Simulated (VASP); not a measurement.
Crystal: GaN.

```
CELL_PARAMETERS angstrom
3.18000 0.00000 0.00000
-1.59000 2.75396 0.00000
0.00000 0.00000 5.16600
ATOMIC_POSITIONS crystal
Ga 0.33333 0.66667 0.00000
Ga 0.66667 0.33333 0.50000
N 0.33333 0.66667 0.37500
N 0.66667 0.33333 0.87500
```

```yaml
Program: VASP 6.6.1
Task: relaxation of cell and atoms
Functional: PBE
Potentials_or_basis: VASP PAW PBE potentials, release 64 (Ga_d, N)
Cutoff: 600 eV
k_mesh: 12 × 12 × 5
Occupations: gaussian, width 0.03 eV
Spin: no spin polarisation
```

At the start: pressure 7.2 GPa; volume 11.31 Å³/atom.

Where does the relaxation end?

Over 5 steps the energy falls by 10.1 meV/atom and the volume is 11.75 Å³/atom (+3.9 %); space group P6_3mc (No. 186, to 0.05 Å).

The path:
| step | energy change (eV) | largest force (eV/Å) | pressure (GPa) | volume (Å³) |
| --- | --- | --- | --- | --- |
| 1 | 0.0000 | 0.1346 | 7.17 | 45.24 |
| 2 | -0.0118 | 0.0620 | -5.27 | 48.64 |
| 3 | -0.0402 | 0.0105 | -0.03 | 47.03 |
| 4 | -0.0402 | 0.0127 | 0.13 | 47.00 |
| 5 | -0.0403 | 0.0073 | 0.09 | 47.00 |

Final structure:
```cif
data_structure
_symmetry_space_group_name_H-M 'P 1'
_symmetry_Int_Tables_number 1
_cell_length_a 3.2171
_cell_length_b 3.2171
_cell_length_c 5.2435
_cell_angle_alpha 90.000
_cell_angle_beta 90.000
_cell_angle_gamma 120.000
_cell_volume 47.00
loop_
_atom_site_label
_atom_site_type_symbol
_atom_site_fract_x
_atom_site_fract_y
_atom_site_fract_z
_atom_site_occupancy
Ga1 Ga 0.33333 0.66667 0.99924 1
Ga2 Ga 0.66667 0.33333 0.49924 1
N1 N 0.33333 0.66667 0.37576 1
N2 N 0.66667 0.33333 0.87576 1
```
